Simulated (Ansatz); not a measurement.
Born–Oppenheimer molecular dynamics of a periodic cell of 36 atoms, CO₂ (packed as 12 CO2, density as packed 1.38 g/cm³ with natural masses). It goes on from the last frame of an earlier run, with new velocities.

Level of theory: DFT PBE-D3(BJ), scalar-relativistic, plane waves, PAW (Ansatz 0.2.0). Settings: cutoff 420 eV, k mesh 1x1x1, fermi-dirac smearing 0.05 eV, no spin polarisation.

| Item | Value |
| --- | --- |
| ensemble | NVT, Nosé–Hoover chain |
| time step | 1 fs |
| steps asked | 270 |
| set temperature | 500 K |
| thermostat | time constant 50 fs, chain length 5 |
| seed | 377256 |

Frames 5 fs apart, positions in Å, forces in eV/Å.

Velocities at 170.0 fs (Å/ps):

```
C -1.44 1.15 -0.15
O -4.07 -4.14 10.64
O -1.87 -9.15 1.29
C 5.48 -7.63 2.36
O -0.14 2.52 -7.95
O 5.71 -5.43 -3.60
C -0.48 6.50 2.94
O -1.73 7.44 1.39
O 1.68 3.23 3.88
C -2.39 -4.90 -1.24
O -2.97 -1.16 -1.88
O -1.11 -0.15 -3.70
C -12.63 11.77 -4.38
O -1.42 3.15 3.34
O -6.16 6.70 -9.31
C 5.89 5.90 -6.64
O -2.07 -2.90 1.58
O 1.40 0.31 2.89
C -0.01 -10.50 -12.03
O -0.49 4.02 -2.27
O -4.92 0.96 8.54
C 6.15 -5.28 -6.32
O 0.70 -1.39 3.11
O 5.93 5.41 -5.40
C -1.51 11.16 -2.59
O 3.35 -0.06 -6.44
O 2.20 -2.63 2.31
C -11.10 7.92 4.82
O 8.00 -2.23 5.16
O 5.30 -4.03 9.31
C -3.36 -11.09 1.81
O 2.37 2.16 4.00
O -5.82 1.79 -3.67
C 1.58 -8.18 -1.58
O -4.36 -2.79 1.28
O 10.87 0.76 2.79
```

```xyz
36
Lattice="8.5889 0.0000 0.0000 0.0000 8.5889 0.0000 0.0000 0.0000 8.5889" Properties=species:S:1:pos:R:3:forces:R:3 time_fs=170.0 energy_less_start_eV=-0.633 T=479
C 1.078 4.537 3.264 0.95 -0.08 -0.15
O 1.683 4.444 4.330 -2.63 0.17 -4.24
O 0.571 4.625 2.155 1.65 -0.25 4.21
C 3.859 7.597 -0.014 0.33 -0.40 0.03
O 4.068 6.582 -0.504 0.38 -2.21 -1.18
O 3.699 8.588 0.533 -0.53 2.66 1.34
C 6.746 3.710 4.612 0.19 0.92 0.31
O 6.117 4.554 5.184 1.23 -2.26 -1.18
O 7.440 2.926 4.040 -1.32 1.23 1.07
C 1.683 1.027 6.739 -2.09 1.69 0.88
O 2.413 0.166 6.472 0.66 -0.54 -0.39
O 0.898 1.863 7.048 1.22 -1.11 -0.66
C 3.559 3.165 0.969 0.44 -0.31 -0.16
O 4.541 2.855 1.562 -1.56 1.01 -0.78
O 2.606 3.439 0.335 0.88 -0.11 0.65
C 9.118 0.482 2.378 -2.48 -0.71 1.10
O 8.447 -0.215 3.071 1.58 0.59 -0.70
O 9.569 1.277 1.661 0.95 0.19 -0.31
C 1.193 6.192 7.612 1.03 1.40 0.82
O 0.951 6.997 8.433 -0.78 -0.32 0.18
O 1.689 5.528 6.807 -0.40 -1.16 -0.89
C 6.620 6.755 1.704 -0.29 -0.99 2.35
O 6.436 6.131 2.733 0.47 1.76 -3.38
O 6.787 7.413 0.742 -0.27 -0.80 0.89
C 3.496 6.882 4.131 1.41 -0.57 0.60
O 4.416 6.743 4.861 -1.49 0.28 -0.76
O 2.644 6.971 3.333 -0.08 0.23 0.06
C 6.542 8.225 5.973 3.37 -1.42 0.46
O 7.558 7.566 5.979 -3.07 1.64 -0.20
O 5.627 8.947 6.035 -0.11 -0.10 -0.10
C 6.865 3.188 -0.295 -1.08 -1.22 0.35
O 7.105 4.329 -0.328 0.47 0.30 -0.11
O 6.494 2.068 -0.224 0.84 0.89 -0.30
C 4.502 1.190 3.523 -1.86 0.59 0.72
O 3.412 1.360 3.988 1.98 -0.38 -0.86
O 5.561 1.075 3.050 -0.03 -0.60 0.33
36
Lattice="8.5889 0.0000 0.0000 0.0000 8.5889 0.0000 0.0000 0.0000 8.5889" Properties=species:S:1:pos:R:3:forces:R:3 time_fs=175.0 energy_less_start_eV=-0.496 T=456
C 1.082 4.540 3.269 1.10 -0.71 1.44
O 1.643 4.426 4.349 -2.03 0.40 -3.82
O 0.574 4.579 2.191 0.94 0.20 2.21
C 3.888 7.562 0.000 -0.01 0.92 0.15
O 4.071 6.574 -0.555 0.39 -2.11 -0.88
O 3.724 8.579 0.525 -0.23 1.24 0.92
C 6.747 3.749 4.628 0.85 -0.23 -0.36
O 6.117 4.575 5.183 0.45 -1.10 -0.42
O 7.438 2.952 4.068 -1.22 1.22 0.99
C 1.653 1.017 6.740 0.38 -0.71 -0.16
O 2.403 0.156 6.460 -0.25 0.36 0.00
O 0.900 1.855 7.026 -0.32 0.37 0.01
C 3.514 3.216 0.953 2.44 -1.18 0.91
O 4.514 2.882 1.568 -3.37 1.65 -1.82
O 2.579 3.473 0.292 0.76 0.00 0.68
C 9.113 0.491 2.368 -2.61 -1.25 1.64
O 8.453 -0.220 3.069 1.80 1.02 -1.13
O 9.586 1.285 1.668 0.87 0.28 -0.43
C 1.187 6.182 7.592 -0.56 4.15 3.94
O 0.945 7.007 8.416 -0.51 -1.14 -0.71
O 1.671 5.510 6.827 0.94 -3.07 -3.10
C 6.648 6.724 1.692 -0.06 1.21 0.01
O 6.444 6.138 2.721 0.48 1.05 -2.73
O 6.814 7.430 0.726 -0.54 -2.29 2.58
C 3.507 6.930 4.127 0.71 -1.09 0.03
O 4.423 6.746 4.824 -0.08 0.43 0.41
O 2.650 6.960 3.341 -0.81 0.57 -0.53
C 6.547 8.231 6.001 4.74 -2.51 0.44
O 7.567 7.571 6.003 -3.20 1.74 -0.26
O 5.640 8.936 6.081 -1.37 0.86 -0.07
C 6.846 3.152 -0.284 0.73 5.07 0.03
O 7.117 4.329 -0.308 -0.28 -2.86 0.01
O 6.467 2.073 -0.244 -0.23 -2.22 -0.08
C 4.497 1.156 3.520 0.76 0.81 -0.13
O 3.408 1.342 3.986 2.23 -0.61 -1.08
O 5.608 1.074 3.070 -2.91 -0.47 1.30
36
Lattice="8.5889 0.0000 0.0000 0.0000 8.5889 0.0000 0.0000 0.0000 8.5889" Properties=species:S:1:pos:R:3:forces:R:3 time_fs=180.0 energy_less_start_eV=-0.565 T=482
C 1.104 4.529 3.294 -1.14 -0.42 -2.01
O 1.575 4.412 4.319 1.77 -0.18 3.33
O 0.589 4.535 2.258 -0.60 0.53 -1.52
C 3.917 7.540 0.014 0.13 -0.22 -1.30
O 4.079 6.540 -0.616 -0.15 1.53 1.56
O 3.746 8.588 0.531 0.23 -1.24 -0.08
C 6.764 3.786 4.639 0.06 0.07 0.10
O 6.123 4.581 5.176 -0.88 0.88 0.79
O 7.420 2.994 4.110 0.89 -1.08 -0.68
C 1.627 0.997 6.740 1.19 -1.04 -0.55
O 2.390 0.150 6.447 -0.37 0.22 0.12
O 0.898 1.852 7.002 -0.98 0.88 0.29
C 3.506 3.248 0.948 -2.57 0.34 -2.33
O 4.443 2.930 1.551 0.77 0.23 0.81
O 2.566 3.506 0.261 1.69 -0.24 1.39
C 9.067 0.487 2.380 2.47 4.24 -3.50
O 8.481 -0.216 3.056 -1.33 -2.10 1.93
O 9.614 1.294 1.672 -1.08 -2.06 1.65
C 1.183 6.228 7.623 3.60 -5.20 -5.47
O 0.928 7.009 8.396 -1.58 2.94 3.18
O 1.661 5.457 6.812 -2.17 2.17 2.37
C 6.675 6.715 1.681 0.08 1.92 -1.35
O 6.458 6.158 2.672 -0.13 -1.07 0.77
O 6.834 7.416 0.745 -0.07 -0.91 0.46
C 3.528 6.957 4.121 -1.82 -1.05 -1.84
O 4.429 6.755 4.794 1.78 0.21 1.73
O 2.646 6.958 3.344 -0.15 0.69 0.04
C 6.617 8.206 6.039 -8.07 6.05 0.82
O 7.543 7.594 6.023 5.35 -3.77 -0.32
O 5.641 8.932 6.127 2.80 -2.18 -0.43
C 6.833 3.187 -0.272 -1.62 -3.95 0.02
O 7.128 4.297 -0.288 0.74 1.88 0.02
O 6.441 2.056 -0.266 1.09 2.08 -0.02
C 4.503 1.138 3.517 1.62 0.69 -0.17
O 3.435 1.315 3.970 0.22 -0.31 -0.33
O 5.616 1.067 3.107 -1.76 -0.52 0.55
36
Lattice="8.5889 0.0000 0.0000 0.0000 8.5889 0.0000 0.0000 0.0000 8.5889" Properties=species:S:1:pos:R:3:forces:R:3 time_fs=185.0 energy_less_start_eV=-0.507 T=474
C 1.111 4.510 3.292 0.20 -0.39 1.21
O 1.530 4.397 4.332 2.39 -0.17 4.50
O 0.595 4.497 2.300 -2.53 0.52 -5.92
C 3.949 7.517 0.005 -0.31 0.62 -1.11
O 4.086 6.523 -0.656 -0.11 2.13 2.06
O 3.771 8.580 0.535 0.57 -2.68 -0.77
C 6.781 3.825 4.652 -0.61 0.47 0.47
O 6.117 4.599 5.180 -1.20 1.47 1.11
O 7.413 3.022 4.142 1.84 -2.09 -1.40
C 1.617 0.964 6.730 -1.63 2.42 0.33
O 2.374 0.144 6.435 0.92 -1.28 -0.31
O 0.885 1.858 6.982 0.56 -1.10 -0.16
C 3.461 3.282 0.907 0.92 -0.50 0.43
O 4.378 2.985 1.543 1.50 -0.14 1.27
O 2.572 3.538 0.245 -2.46 0.86 -1.76
C 9.049 0.542 2.346 -1.60 -2.63 2.54
O 8.498 -0.232 3.061 0.63 1.12 -1.00
O 9.632 1.281 1.693 1.03 1.58 -1.46
C 1.233 6.207 7.583 -0.87 2.64 2.78
O 0.894 7.038 8.407 0.96 -2.49 -2.36
O 1.624 5.426 6.822 -0.19 -0.22 -0.31
C 6.702 6.735 1.657 -0.68 -1.51 3.03
O 6.471 6.165 2.630 -0.33 -1.65 1.77
O 6.854 7.393 0.764 0.85 3.09 -4.89
C 3.526 6.962 4.088 1.66 -1.46 1.08
O 4.455 6.768 4.784 -0.81 0.75 -0.33
O 2.637 6.966 3.344 -1.04 0.57 -0.82
C 6.586 8.262 6.091 5.85 -4.05 -0.21
O 7.569 7.581 6.040 -1.74 1.22 -0.03
O 5.669 8.905 6.167 -3.98 2.88 0.25
C 6.795 3.169 -0.259 0.07 0.06 -0.18
O 7.148 4.283 -0.268 0.05 0.14 0.13
O 6.428 2.061 -0.287 0.06 -0.17 0.09
C 4.533 1.134 3.512 -2.07 0.71 1.09
O 3.467 1.283 3.947 -1.33 0.00 0.26
O 5.604 1.051 3.150 3.44 -0.73 -1.38
36
Lattice="8.5889 0.0000 0.0000 0.0000 8.5889 0.0000 0.0000 0.0000 8.5889" Properties=species:S:1:pos:R:3:forces:R:3 time_fs=190.0 energy_less_start_eV=-1.181 T=626
C 1.115 4.482 3.303 -0.64 -0.78 1.09
O 1.517 4.379 4.405 0.33 0.28 -0.95
O 0.570 4.468 2.269 0.43 0.47 -0.39
C 3.975 7.507 -0.025 -0.42 1.22 -0.24
O 4.091 6.535 -0.668 0.22 -0.11 0.49
O 3.805 8.535 0.529 0.34 -1.02 -0.08
C 6.789 3.870 4.671 0.35 -1.31 -0.42
O 6.094 4.637 5.199 -0.11 0.40 0.31
O 7.431 3.023 4.157 -0.22 0.72 0.32
C 1.586 0.965 6.724 1.39 -0.86 -0.80
O 2.366 0.125 6.420 -0.94 0.68 0.43
O 0.876 1.852 6.961 -0.57 0.19 0.24
C 3.429 3.308 0.871 1.43 -0.47 1.10
O 4.333 3.038 1.553 0.75 -0.05 0.61
O 2.546 3.581 0.206 -2.16 0.65 -1.73
C 9.013 0.563 2.346 0.48 -1.24 1.04
O 8.520 -0.238 3.056 -0.16 0.76 -0.52
O 9.660 1.284 1.699 -0.26 0.55 -0.44
C 1.274 6.223 7.581 -1.84 2.19 2.65
O 0.871 7.038 8.391 1.58 -2.26 -2.29
O 1.581 5.394 6.830 0.19 0.04 -0.22
C 6.719 6.741 1.670 0.16 1.56 -1.86
O 6.479 6.147 2.615 -0.45 -1.80 2.32
O 6.884 7.405 0.727 0.10 0.20 -0.54
C 3.545 6.939 4.068 -0.25 -0.82 -0.12
O 4.474 6.791 4.772 -0.81 0.45 -0.50
O 2.617 6.983 3.336 0.84 0.21 0.55
C 6.629 8.266 6.141 0.67 -0.91 -0.18
O 7.584 7.575 6.055 -0.85 0.84 0.09
O 5.654 8.910 6.210 0.25 0.10 0.04
C 6.758 3.152 -0.249 1.82 3.92 -0.16
O 7.169 4.273 -0.246 -0.83 -1.62 0.17
O 6.415 2.062 -0.309 -0.83 -2.23 0.08
C 4.538 1.142 3.524 1.64 -0.04 -0.29
O 3.478 1.251 3.929 -3.12 0.42 0.93
O 5.633 1.024 3.177 1.50 -0.34 -0.72
36
Lattice="8.5889 0.0000 0.0000 0.0000 8.5889 0.0000 0.0000 0.0000 8.5889" Properties=species:S:1:pos:R:3:forces:R:3 time_fs=195.0 energy_less_start_eV=-0.200 T=422
C 1.106 4.440 3.335 -1.92 -0.53 -1.31
O 1.511 4.364 4.468 -0.68 0.24 -3.55
O 0.549 4.445 2.228 2.76 0.28 4.54
C 3.994 7.515 -0.063 0.00 -0.74 -0.74
O 4.100 6.546 -0.673 0.43 -2.06 -1.04
O 3.843 8.478 0.525 -0.30 2.91 1.94
C 6.800 3.894 4.686 -0.95 -0.20 0.48
O 6.072 4.679 5.223 1.89 -1.71 -1.12
O 7.447 3.033 4.175 -0.95 1.67 0.89
C 1.576 0.957 6.704 0.82 -0.19 -0.53
O 2.348 0.113 6.411 -0.67 0.42 0.33
O 0.861 1.847 6.942 -0.26 -0.18 0.10
C 3.418 3.327 0.849 -2.81 1.12 -1.82
O 4.301 3.090 1.573 0.31 -0.06 0.15
O 2.492 3.632 0.144 2.57 -1.03 1.72
C 8.988 0.563 2.363 4.06 2.85 -2.75
O 8.537 -0.236 3.047 -1.64 -1.35 1.40
O 9.684 1.296 1.699 -2.35 -1.43 1.42
C 1.285 6.266 7.617 1.24 -6.56 -5.40
O 0.867 7.013 8.349 -0.97 3.42 3.19
O 1.541 5.367 6.839 -0.35 3.14 2.31
C 6.736 6.766 1.662 -0.42 0.01 -0.30
O 6.482 6.107 2.627 0.63 1.36 -2.05
O 6.916 7.423 0.676 -0.42 -1.42 2.28
C 3.561 6.901 4.046 -1.76 0.18 -0.94
O 4.481 6.822 4.753 -0.04 -0.02 -0.07
O 2.608 7.003 3.334 1.58 -0.32 0.94
C 6.685 8.254 6.189 -7.03 4.10 0.21
O 7.592 7.578 6.072 2.52 -1.51 -0.17
O 5.638 8.920 6.255 4.51 -2.57 -0.15
C 6.749 3.187 -0.244 -0.94 -4.97 -0.52
O 7.181 4.247 -0.221 0.57 2.43 0.22
O 6.393 2.041 -0.328 0.54 2.67 0.43
C 4.564 1.151 3.535 0.27 -0.49 0.22
O 3.451 1.225 3.921 1.00 0.29 -0.49
O 5.685 0.993 3.194 -1.25 0.27 0.19
```

Of the whole run (270 fs, mean temperature of the second half 492 K): The conserved energy stayed within 0.87 meV per atom of its start (net change -0.41 meV per atom), so the integration is sound. A run of 0.27 ps of so small a system gives no equilibrium averages. Limits of this set-up: coarse k mesh.

Run time: 23 min on 1 thread of Arm Neoverse V1 (shared host), peak memory 0.6 GiB.
